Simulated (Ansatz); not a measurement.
The system is Ni.

```
CELL_PARAMETERS angstrom
2.44802 0.00000 0.00000
-1.22401 2.12005 0.00000
0.00000 0.00000 4.07281
ATOMIC_POSITIONS crystal
Ni 0.66667 0.33333 0.75000
Ni 0.33333 0.66667 0.25000
```

This isn't the form of Ni at room conditions, which is fcc.

Alike in all runs: program Ansatz 0.2.0; functional PBEsol; potentials or basis Ansatz PAW; cutoff 420 eV (not typed: the program's choice for these potentials); k mesh 12 × 12 × 7; occupations fermi-dirac, width 0.05 eV.

The same cell was started in several ways:

```tsv
start	free energy over the lowest (meV/atom)	net moment (μB)	site or absolute moments (μB)	gap
collinear spin, ferromagnetic start of up to 1 μB	0.0	1.30	Ni +0.69	none (metal or under the smearing width)
no spin polarisation	46.6	-	-	none (metal or under the smearing width)
collinear spin, ferromagnetic start of up to 2.5 μB	0.0	1.30	Ni +0.69	none (metal or under the smearing width)
collinear spin, antiferromagnetic start of up to 1 μB	0.0	1.30	Ni +0.69	none (metal or under the smearing width)
collinear spin, ferrimagnetic start of up to 1 μB	0.0	1.30	Ni +0.69	none (metal or under the smearing width)
collinear spin, random start of up to 0.83 μB	0.0	1.30	Ni +0.69	none (metal or under the smearing width)
```

Allowing spin polarisation gains 47 meV/atom. A still lower state may exist.

Caveats: the starting moments weren't kept (some runs).
